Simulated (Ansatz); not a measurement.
Method: Ansatz, DFT PBE, scalar-relativistic, plane waves, PAW. Settings: cutoff 420 eV, Γ-centred meshes spaced at most about 0.3 Å⁻¹, and about 0.25 Å⁻¹ or finer for metals (2π included), Gaussian smearing. No spin polarisation in the final relaxations.

All energies are static (0 K, no zero-point motion).

Two relaxed structures of Si:

A.

```
Si
1.0
     3.56427    0.00000    0.00000
    -1.78213    3.08674    0.00000
     0.00000    0.00000    5.11614
Si
3
Direct
  0.66667 0.33333 0.73582
  0.66667 0.33333 0.26418
  0.00000 0.00000 0.00000
```

B.

```
Si
1.0
     3.06550    1.76987    2.05138
    -3.06550    1.76987    2.05138
     0.00000   -3.53973    2.05138
Si
3
Direct
  0.72367 0.27633 0.50000
  0.50000 0.72367 0.27633
  0.27633 0.50000 0.72367
```

Question: Which form is favoured at zero pressure, and by what margin per atom?

Answer: A is lower, by 37 meV/atom. A has space group P-6m2 (No. 187), 18.8 Å³/atom and no gap on its mesh; B has space group R32 (No. 155), 22.3 Å³/atom and no gap. Counting all near atoms (those within 1.25 times the shortest such distance or 1.15 times the sum of covalent radii; a plus sign parts nearer from farther groups; a slash parts the counts of unlike sites), A has Si 4+1/6 and B has Si 4. The denser one is the lower, and pressure would at first widen the difference. In A, Si on a site of symmetry 3m is surrounded by 4 Si at 2.41–2.46 Å and 1 Si at 2.70 Å; Si on a site of symmetry -6m2 has 6 Si at 2.46 Å. In B, around Si lie 4 Si at 2.36–2.38 Å. Both come from invented guesses. A third cell relaxed alike, in P6_3/mmc, lies 0.45 eV/atom below the lower of the two. The part of the Crystallography Open Database at hand lists Si in space groups No. 64, 74, 164, 191, 194 and others; sharing a group (P6_3/mmc) doesn't make a cell the listed structure.

Cells relaxed within their symmetry can be saddle points; a later kick test found a lower structure for Si P-6m2.
